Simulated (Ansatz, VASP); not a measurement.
**Ru in VASP and in Ansatz**

```
CELL_PARAMETERS angstrom
0.00000 2.73916 2.73916
2.73916 0.00000 2.73916
2.73916 2.73916 0.00000
ATOMIC_POSITIONS crystal
Ru 0.12500 0.12500 0.12500
Ru 0.87500 0.87500 0.87500
```

Alike in both runs: task single point; functional revPBE; k mesh 11 × 11 × 11; occupations fermi-dirac, width 0.1 eV; no spin polarisation.

```csv
,VASP,Ansatz
version,VASP 6.6.1,Ansatz 0.2.0
potentials or method,"VASP PAW PBE potentials, release 64 (Ru_pv)","plane waves (420 eV) with PAW, scalar-relativistic"
plane-wave cutoff (eV),520,420
valence electrons in the cell,28,32
```

VASP gave:

* pressure (GPa): 0.3

Question: What did Ansatz give for the same quantities?

Answer: Pressure (GPa): 0.0.

The functional is the same, so the differences come from potentials, cutoffs and numerics. The two sets of potentials don't hold the same shells in valence.

Caveats: the PAW data sets were made with another functional, which shifts forces and pressure a little (VASP).
